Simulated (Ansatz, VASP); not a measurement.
# B: VASP beside Ansatz

```
B
1.0
     0.00000    1.43282    1.43282
     1.43282    0.00000    1.43282
     1.43282    1.43282    0.00000
B
1
Cartesian
  0.0000 0.0000 0.0000
```

Alike in both runs: task relaxation of cell and atoms; functional PBE; k mesh 24 × 24 × 24; occupations gaussian, width 0.1 eV; no spin polarisation.

|  | VASP | Ansatz |
| --- | --- | --- |
| version | VASP 6.6.1 | Ansatz 0.2.0 |
| potentials or method | VASP PAW PBE potentials, release 64 (B) | scalar-relativistic, plane waves, PAW |
| plane-wave cutoff (eV) | 600 | 420 |
| valence electrons in the cell | 3 | 3 |

|  | VASP | Ansatz | Ansatz less VASP |
| --- | --- | --- | --- |
| gap on the k mesh at the Fermi level, each at its own relaxed structure (eV) | none | none | - |
| relaxed volume (Å³/atom) | 5.88 | 5.88 | +0.001 |
| relaxed cell length with the largest relative difference (Å) | 2.026 | 2.026 | +0.0001 |

A gap of «none» marks a metal or a gap that the smearing closes.

Caveats: the relaxation stopped at its first step, so nothing moved.
